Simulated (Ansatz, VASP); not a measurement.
## ZnO in VASP and in Ansatz

```
Zn O
1.0
     3.27953    0.00000    0.00000
    -1.63976    2.84016    0.00000
     0.00000    0.00000    5.29291
Zn O
2 2
Direct
  0.33333 0.66667 0.00149
  0.66667 0.33333 0.50149
  0.33333 0.66667 0.38061
  0.66667 0.33333 0.88061
```

Alike in both runs: functional PBE; k mesh 12 × 12 × 6; occupations gaussian, width 0.02 eV; no spin polarisation.

Ansatz relaxed the structure, and its values are those at the end. VASP's run is a single point on that final structure, the one shown.

|  | VASP | Ansatz |
| --- | --- | --- |
| version | VASP 6.6.1 | Ansatz 0.2.0 |
| potentials or method | VASP PAW PBE potentials, release 64 (Zn, O) | scalar-relativistic, plane waves, PAW |
| plane-wave cutoff (eV) | 520 | 420 |
| valence electrons in the cell | 36 | 36 |

```tsv
	VASP	Ansatz	Ansatz less VASP
gap on the k mesh at the Fermi level (eV)	0.73	0.74	+0.016
least direct gap on the mesh (eV)	0.73	0.74	+0.016
pressure (GPa)	0.9	0.0	-0.89
```

The functional is the same, so the differences come from potentials, cutoffs and numerics.
